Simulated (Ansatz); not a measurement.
# Σ11 (332) boundary in bcc W with Bi (substitutional): structure and resistance, part 2 of 2

Aim: the relaxed structure and the specific resistance of the Σ11 (332) boundary in bcc W with Bi (substitutional).

Ansatz 0.2.0; Ansatz plane-wave DFT, PBE, PAW files; relaxation of a bicrystal slab with its lowest layers held; PAW set soft_1 (the session's first sound run).

So far. Step 2 (Relaxing the bicrystal): The largest force component on a free atom ends at 0.023 eV/Å, under the tolerance of 0.03, after 9 steps.

## 3. Transmission across the boundary

Bulk layers of each grain are laid under and over the relaxed boundary, and a lead is named in the middle of each, away from the free faces. The mesh across the current, 14×12, is finer than the density's, because channels open and close sharply across the zone. Energies from -0.1 to 0.1 eV in steps of 0.05 eV are too few for the program's thermal sum, so it prints no conductance; for a metal the transmission near the Fermi level serves, at a fraction of the cost.

This step: Ansatz plane-wave DFT, PBE, PAW files; ballistic transport by layer matching (Landauer), zero bias; boundary relaxed in a short slab, bulk layers laid on; PAW set soft_1 (Ansatz 0.2.0).

System of this step: Σ11 (332) boundary in bcc W with Bi (substitutional). The cell holds 64 atoms: 63 W and 1 Bi. Its edges and angles: a = 4.476 Å, b = 5.248 Å, c = 51.367 Å, α = 90.0°, β = 90.0°, γ = 90.0°. It derives from W. Regions: lower grain, 26 atoms (26 W); boundary, 17 atoms (16 W and 1 Bi); upper grain, 21 atoms (21 W). Vacuum lies along c.

Input file input.yaml:

```yaml
crystal:
  lattice:
    - [4.4757030822, 0.0, 0.0]
    - [0.0, 5.2482270683, 0.0]
    - [0.0, 0.0, 51.3668529213]
  atoms:
    - { symbol: W, position: [-17.0, 9.2727272728, 0.0778712296] }
    - { symbol: W, position: [-16.5, 9.0, 0.0910068918] }
    - { symbol: W, position: [-16.0, 8.7272727273, 0.104142554] }
    - { symbol: W, position: [-15.5, 8.4545454546, 0.1172782162] }
    - { symbol: W, position: [-15.0, 8.1818181818, 0.1304138784] }
    - { symbol: W, position: [-14.5, 7.9090909091, 0.1435495405] }
    - { symbol: W, position: [-14.0, 7.6363636364, 0.1566852027] }
    - { symbol: W, position: [-13.5, 7.3636363637, 0.1698208649] }
    - { symbol: W, position: [-13.0, 7.0909090909, 0.1829565271] }
    - { symbol: W, position: [-12.5, 6.8181818182, 0.1960921892] }
    - { symbol: W, position: [-12.0, 6.5454545455, 0.2092278514] }
    - { symbol: W, position: [-11.5, 6.2727272727, 0.2223635136] }
    - { symbol: W, position: [-11.0, 6.0, 0.2354991758] }
    - { symbol: W, position: [-10.5, 5.7272727273, 0.248634838] }
    - { symbol: W, position: [-10.0, 5.4545454545, 0.2617705001] }
    - { symbol: W, position: [-9.5, 5.1818181818, 0.2749061623] }
    - { symbol: W, position: [-9.0, 4.9090909091, 0.2880418245] }
    - { symbol: W, position: [-8.5, 4.6363636364, 0.3011774867] }
    - { symbol: W, position: [-8.0, 4.3636363636, 0.3143131488] }
    - { symbol: W, position: [-7.5, 4.0909090909, 0.327448811] }
    - { symbol: W, position: [-7.0, 3.8181818182, 0.3405844732] }
    - { symbol: W, position: [-6.5, 3.5454545454, 0.3537201354] }
    - { symbol: W, position: [-6.0, 3.2727272727, 0.3668557976] }
    - { symbol: W, position: [-5.5, 3.0, 0.3799914597] }
    - { symbol: W, position: [-5.0, 2.7272727273, 0.3931271219] }
    - { symbol: W, position: [-4.5, 2.4545454545, 0.4062627841] }
    - { symbol: W, position: [0.0, 0.1818181818, 0.4193984463] }
    - { symbol: W, position: [0.5, 0.9123809654, 0.4321545966] }
    - { symbol: W, position: [0.0, 0.6374909705, 0.4455446539] }
    - { symbol: W, position: [0.5, 0.36615458, 0.458894779] }
    - { symbol: W, position: [0.0, 0.0879980882, 0.4716518719] }
    - { symbol: W, position: [0.5, 0.8315107172, 0.486307098] }
    - { symbol: W, position: [0.0, 0.5287022633, 0.4972941139] }
    - { symbol: W, position: [0.5, 0.3096291329, 0.5127527293] }
    - { symbol: Bi, position: [0.0, -0.0509259703, 0.5279565288] }
    - { symbol: W, position: [0.0, 0.4193674086, 0.5537803617] }
    - { symbol: W, position: [0.5, 0.6586406382, 0.5673778611] }
    - { symbol: W, position: [0.0, -0.0548801159, 0.5818835984] }
    - { symbol: W, position: [0.5, 0.2140400577, 0.5922683282] }
    - { symbol: W, position: [0.0, 0.4859826193, 0.6068403231] }
    - { symbol: W, position: [0.5, 0.7583987849, 0.6196417447] }
    - { symbol: W, position: [0.0, 0.0336720298, 0.6330853832] }
    - { symbol: W, position: [0.5, 0.3052264378, 0.6462798646] }
    - { symbol: W, position: [-5.0, 2.5779537105, 0.6594155268] }
    - { symbol: W, position: [-5.5, 2.8506809832, 0.672551189] }
    - { symbol: W, position: [-6.0, 3.1234082559, 0.6856868512] }
    - { symbol: W, position: [-6.5, 3.3961355287, 0.6988225133] }
    - { symbol: W, position: [-7.0, 3.6688628014, 0.7119581755] }
    - { symbol: W, position: [-7.5, 3.9415900741, 0.7250938377] }
    - { symbol: W, position: [-8.0, 4.2143173469, 0.7382294999] }
    - { symbol: W, position: [-8.5, 4.4870446196, 0.751365162] }
    - { symbol: W, position: [-9.0, 4.7597718923, 0.7645008242] }
    - { symbol: W, position: [-9.5, 5.032499165, 0.7776364864] }
    - { symbol: W, position: [-10.0, 5.3052264378, 0.7907721486] }
    - { symbol: W, position: [-10.5, 5.5779537105, 0.8039078108] }
    - { symbol: W, position: [-11.0, 5.8506809832, 0.8170434729] }
    - { symbol: W, position: [-11.5, 6.123408256, 0.8301791351] }
    - { symbol: W, position: [-12.0, 6.3961355287, 0.8433147973] }
    - { symbol: W, position: [-12.5, 6.6688628014, 0.8564504595] }
    - { symbol: W, position: [-13.0, 6.9415900742, 0.8695861216] }
    - { symbol: W, position: [-13.5, 7.2143173469, 0.8827217838] }
    - { symbol: W, position: [-14.0, 7.4870446196, 0.895857446] }
    - { symbol: W, position: [-14.5, 7.7597718923, 0.9089931082] }
    - { symbol: W, position: [-15.0, 8.0324991651, 0.9221287704] }
kpoints:
  mp_grid: { grid: [6, 5, 1] }
hamiltonian:
  xc: pbe
  pseudopotentials: { kind: paw, azcp: { folder: soft_1 } }
scf:
  occupations: { method: fermi_dirac, width: 0.1 }
output:
  transmission:
    leads: [[14, 15], [52, 53]]
    kmesh: [14, 12]
    e_range: [-0.1, 0.1]
    de: 0.05
  write_potential: true
  write_density: true
  volumetric_format: npy
  elf: true
```

Command:

```sh
> ansatz run input.yaml --threads 4 --pin off --max-ram 15360MiB --backend cpu --events-out ev --progress --plain --runs-dir out
```

Numbers of over 12 decimals in the logs are rounded to 6 here.

Output:

```text
[...]
Crystal: 64 atoms, lattice volume = 1206.582 Å³
Basis set: ecut = 420 eV, 23713 PW (Γ)
Bands: 539, of which v1, the nominal top of the filled ones, is band 449 counted from 1 (448 counted from 0)
Symmetry: 2 space group operations
[...]
k-points: 12 of 30 (time reversal used)
[...]
SCF iter   1: F=—  HF=-666715.917594 eV  |F-HF|=—  |Δ(HF+E_count)|=         —  Δρ=6.09e-2  dr2=4.48e2  ethr=3.10e-3  ⟨swp⟩=6.3  Hψ=26485  notcnv=0
[...]
SCF iter  14: F=-666695.647004 eV  HF=-666695.647004 eV  |F-HF|=3.49e-10  |Δ(HF+E_count)|=  9.31e-10  Δρ=1.29e-7  dr2=3.74e-10  ethr=1.00e-12  ⟨swp⟩=1.2  Hψ=15326  notcnv=0
SCF 1 converged in 14 iterations: F = -666695.647004 eV  dr2 = 3.74e-10
[...]
transmission: 224 of 2240 steps passed
transmission: 448 of 2240 steps passed
[...]
transmission: 2240 of 2240 steps passed
WARN: The input density's exchange-correlation potential varies sharply where the density is thin. Do not read a vacuum level from v_tot or v_xc, or from such a field of the output density. On a cell that repeats whose density bears no net charge and no dipole along the vacuum's axis use v_es (v_loc + v_h of the components); under efield.dipole_correction with no amplitude use v_es + v_field, which holds any external [...]
SCF converged after 14 iterations
an eigenvalue changed by more than its tolerance at an iteration that met the thresholds in force, so the SCF went on 2 times: the last check was not made
the last check of whether an eigenvalue changes by more than its tolerance under the output density was not made (no_room)
Free energy (F): -666695.647004 eV
[...]
Internal energy: -666694.465524 eV  (E = F + TS)
E sigma→0 (E₀):  -666695.056264 eV
Entropy (-TS):   -1.181481 eV (-18.461 meV/atom)
Fermi energy:    18.278619 eV
[...]
--- Band table (eV; the first three rows and the last of 12) ---
  k-point 0: bands = [... 445 lower, 18.0595, 18.2192, 18.2431, 18.3401, 18.4287, 18.4441, 18.6030, 18.6409, ... 86 higher]
  k-point 1: bands = [... 445 lower, 18.0386, 18.0462, 18.1650, 18.1975, 18.2977, 18.3183, 18.4005, 18.4154, ... 86 higher]
  k-point 2: bands = [... 445 lower, 18.2243, 18.2540, 18.2954, 18.4097, 18.4378, 18.4651, 18.5081, 18.5973, ... 86 higher]
  k-point 11: bands = [... 445 lower, 18.0959, 18.2305, 18.2383, 18.2858, 18.3028, 18.3213, 18.4284, 18.4495, ... 86 higher]
--- Transmission ---
  basis      : 211 plane waves across, 40 finite elements along
  points     : 56, standing for a mesh of 14 x 12
  energies   : 5 from -0.100000 to 0.100000 eV about the Fermi level, 0.050000 eV apart; the leads are filled to 0.000000 eV, and channels, transmission and decay are at 0.000000 eV
  crystal 0  : W4, at the sites [14, 15], period 2.6990 Å, over 18.22 Å; its Hamiltonian steps by up to 16.5 meV
    offset         : up to 0.0000 Å between an atom of the period and one for which it stands
    channels       : 2.678571e0 a spin
    conductance    : none, the energies end too early or step too widely for 300 K: set another output.transmission.e_range or a lower de, or, where they end at an eighth of basis.ecutwfc, a higher one
[...]
channels       : 2.654762e0 a spin
[...]
junction   : crystal 0 to crystal 1, 13.11 to 37.58 Å
    transmission   : 8.312841e-1 a spin
[...]
```

It took 36 min on 4 threads of Arm Neoverse V1, shared host; peak memory 11 GiB; 2.3 h of CPU time.

This step gave:

```yaml
free_energy: -666695.6470 eV
energy_at_zero_smearing: -666695.0563 eV
fermi_energy: 18.28 eV
cell_area: 23.49 Å²
transmission_per_spin_nearest_the_fermi_level: 0.8313
open_channels_per_spin_nearest_the_fermi_level: 2.679
open_channels_per_spin_upper_lead: 2.655
step_of_the_lead_s_potential: 16.5 meV
step_of_the_upper_lead_s_potential: 13.9 meV
```

Per spin. The transmission, zone mean by energy, zero at the Fermi level:

| energy (eV) | transmission, zone mean |
| --- | --- |
| -0.1000 | 0.824 |
| -0.0500 | 0.829 |
| 0.0000 | 0.831 |
| 0.0500 | 0.856 |
| 0.1000 | 0.888 |

Per spin. Open channels, zone mean against energy, zero at the Fermi level:

| energy (eV) | lead | upper lead |
| --- | --- | --- |
| -0.1000 | 2.58 | 2.63 |
| -0.0500 | 2.67 | 2.67 |
| 0.0000 | 2.68 | 2.65 |
| 0.0500 | 2.89 | 2.86 |
| 0.1000 | 2.99 | 2.94 |

Transmission over k1 and k2. At 0.0000 eV from the Fermi level.

Ten even steps from '0' (0.10) to '9' (2.04):
```
96410557550146
13331346431333
01242247422421
12063068603602
66232079702326
22100289820012
66232079702326
12063068603602
01242247422421
13331346431333
96410557550146
75310545450135
```
Columns: k1 (b1) from -0.5 to 0.429; rows upwards: k2 (b2) from -0.5 to 0.417.

Open channels over k1 and k2. At 0.0000 eV from the Fermi level.

Values, 12 rows by 14 columns:
```
4.00 4.00 3.00 1.00 1.00 2.00 5.00 5.00 5.00 2.00 1.00 1.00 3.00 4.00
2.00 3.00 2.00 2.00 1.00 3.00 4.00 4.00 4.00 3.00 1.00 2.00 2.00 3.00
2.00 2.00 3.00 2.00 2.00 3.00 3.00 3.00 3.00 3.00 2.00 2.00 3.00 2.00
2.00 2.00 1.00 3.00 2.00 2.00 4.00 4.00 4.00 2.00 2.00 3.00 1.00 2.00
4.00 4.00 2.00 2.00 2.00 2.00 4.00 4.00 4.00 2.00 2.00 2.00 2.00 4.00
6.00 4.00 2.00 1.00 1.00 3.00 4.00 4.00 4.00 3.00 1.00 1.00 2.00 4.00
4.00 4.00 2.00 2.00 2.00 2.00 4.00 4.00 4.00 2.00 2.00 2.00 2.00 4.00
2.00 2.00 1.00 3.00 2.00 2.00 4.00 4.00 4.00 2.00 2.00 3.00 1.00 2.00
2.00 2.00 3.00 2.00 2.00 3.00 3.00 3.00 3.00 3.00 2.00 2.00 3.00 2.00
2.00 3.00 2.00 2.00 1.00 3.00 4.00 4.00 4.00 3.00 1.00 2.00 2.00 3.00
4.00 4.00 3.00 1.00 1.00 2.00 5.00 5.00 5.00 2.00 1.00 1.00 3.00 4.00
2.00 3.00 3.00 1.00 1.00 3.00 4.00 6.00 4.00 3.00 1.00 1.00 3.00 3.00
```
Columns: k1 (b1) from -0.5 to 0.429; rows upwards: k2 (b2) from -0.5 to 0.417.

Electrostatic potential energy in the cb plane at fractional x = 0.000, with atoms of W and Bi within 0.2 Å of it. With pseudopotentials it is smooth inside the atoms' cores, unlike the true potential.

Ten even steps from '0' (-28 eV) to '9' (18 eV), each cell a mean:
```
99988888999997423689820000586100037841003899
89742369999988888999840001687200048985357999
88400027997446899999973225899632479999888889
88300016872002699977788788999987889999997434
98400027850000488621368999999999865579973000
99742368961000587200038997546899720037961000
99887899984113797100028984101588400015872000
55789999998667998300048972000378500016985223
00379987678999999743479972000389721137999778
00058852126999888888899985112699976679999999
00158720003898423689999998667899999987778997
11379710002885100279998778999988899963125895
66799840014883000169973125899632479830002785
99999975458985100269830001687300048730001797
```
Columns run along c (16.0 Å, from fractional 0.36 to 0.68 of the cell; values clipped at the 3rd and 97th percentile), rows up along b (5.2 Å). Atoms in or near the plane, at fractional coordinates: W at (0.37, 0.27), W at (0.39, 0.73), W at (0.42, 0.18), W at (0.45, 0.64), W at (0.47, 0.09), W at (0.50, 0.53), Bi at (0.53, 0.95), W at (0.55, 0.42), W at (0.58, 0.95), W at (0.61, 0.49), W at (0.63, 0.03), W at (0.66, 0.58).

Valence density in the cb plane at fractional x = 0.000, with atoms of W and Bi within 0.2 Å of it. It is the smooth field of the valence electrons, not physical close to the nuclei.

Values in e/Å³, 8 rows by 16 columns, each cell a mean:
```
0.3 0.8 0.5 0.3 0.4 1.2 0.5 0.8 6.1 1.8 1.6 5.3 0.9 1.8 2.2 0.3
0.6 4.3 1.8 0.5 1.6 0.4 0.3 0.4 1.7 0.6 0.5 1.8 0.4 0.3 0.5 0.5
0.6 4.5 1.9 1.7 5.2 0.9 1.2 1.6 0.3 0.3 0.3 0.4 0.9 0.4 1.1 3.8
0.4 0.9 0.4 1.1 3.7 0.7 3.5 4.1 0.4 1.9 1.6 0.6 4.6 1.9 1.7 5.1
1.9 0.4 0.3 0.5 0.5 0.3 2.0 2.3 0.4 4.0 3.6 0.6 4.3 1.8 0.5 1.5
5.2 0.8 1.9 2.3 0.3 0.6 0.6 0.3 0.2 1.8 1.7 0.3 0.7 0.5 0.3 0.4
3.3 0.6 3.5 4.1 0.6 3.8 1.8 0.2 0.5 0.4 0.4 0.5 0.3 1.5 1.6 0.6
0.4 0.3 1.4 1.6 0.6 4.7 2.2 0.5 3.9 1.2 1.0 3.6 0.7 3.6 4.0 0.6
```
Columns run along c (16.0 Å, from fractional 0.36 to 0.68 of the cell), rows up along b (5.2 Å). Atoms in or near the plane, at fractional coordinates: W at (0.37, 0.27), W at (0.39, 0.73), W at (0.42, 0.18), W at (0.45, 0.64), W at (0.47, 0.09), W at (0.50, 0.53), Bi at (0.53, 0.95), W at (0.55, 0.42), W at (0.58, 0.95), W at (0.61, 0.49), W at (0.63, 0.03), W at (0.66, 0.58).

ELF in the cb plane at fractional x = 0.000, with atoms of W and Bi within 0.2 Å of it. It is the smooth field of the valence electrons, not physical close to the nuclei.

Ten even steps from '0' (0.11) to '9' (0.69), each cell a mean:
```
45311343223543675212430002432950773448896253
34136733553233321133441003432787953412553455
33587973431354345432454334442247634532233321
33781594436898345211235543334212333234533653
43597873349439533268733532112455334213527988
54367523439659533785972421342254389862439618
23332124536975243861782425997333593594437869
34334443443321353698852438718733594594432587
89734411233433454355302337738633268963542123
34943336883353113442013313787335212434444444
45953388497342367544323321233454333443211442
98524386188344878832323454445531135437862334
32135269984446814931234335653466424369588334
43345434421435978821341003542797954478068342
```
Columns run along c (16.0 Å, from fractional 0.36 to 0.68 of the cell), rows up along b (5.2 Å). Atoms in or near the plane, at fractional coordinates: W at (0.37, 0.27), W at (0.39, 0.73), W at (0.42, 0.18), W at (0.45, 0.64), W at (0.47, 0.09), W at (0.50, 0.53), Bi at (0.53, 0.95), W at (0.55, 0.42), W at (0.58, 0.95), W at (0.61, 0.49), W at (0.63, 0.03), W at (0.66, 0.58).

Over the solved energies the transmission per spin lies between 0.824 and 0.888, out of 2.76 channels of the lead on average (up to 2.99).

## 4. Specific resistance

This step: Ansatz plane-wave DFT, PBE, PAW files; ballistic transport by layer matching (Landauer), zero bias; specific resistance of the boundary; PAW set soft_1 (Ansatz 0.2.0).

Numbers from this step:

```yaml
area_resistance: 2.485 fΩ m²
t_over_the_leads_mean_channel_count: 0.3068
```

Averaged over the energies near the Fermi level, 30.7 % of the channels pass, which makes 2.49 fΩ m².

By hand, with T and the leads' channels N averaged over the energies near the Fermi level: RA = A (h/2e²)(1/T − ½[1/N₁ + 1/N₂]) = 23.49×10⁻²⁰ m² × 12 906 Ω × (1/0.8456 − ½[1/2.762 + 1/2.75]) = 2.49 fΩ m².

## 5. What came out

| Item | Value |
| --- | --- |
| specific resistance of the boundary | 2.49 fΩ m² |
| share of channels that pass | 0.307 |

The boundary has a specific resistance of 2.5 fΩ m². The boundary reflects 69 % of the channels; 2.5 fΩ m² is 25×10⁻¹² Ω·cm². That equals the resistance of 46 nm of bulk W at 300 K (measured 5.44 µΩ cm, CRC Handbook of Chemistry and Physics, 84th ed., 2003, Electrical Resistivity of Pure Metals). One Bi in 23.5 Å² of boundary is a high coverage. In the relaxation the upper grain slid sideways by about 0.8 Å, so the result belongs to the position that it found, not to the starting one. Each plane of this narrow cell holds one atom, so the solute fills a whole plane. One starting structure was relaxed; another shift or atom count at the boundary may lie lower. Spin-orbit coupling is left out, which matters for Bi and W.

[Logs are printed without paths, hosts, clocks, repeated set-up lines and the standing remarks that a program may print on its own settings, such as how far it seeks lower states.]

[Hosts, paths, dates, database ids (printed as entryN), source tags and the programs' standing remarks are cut or masked in the printed files.]
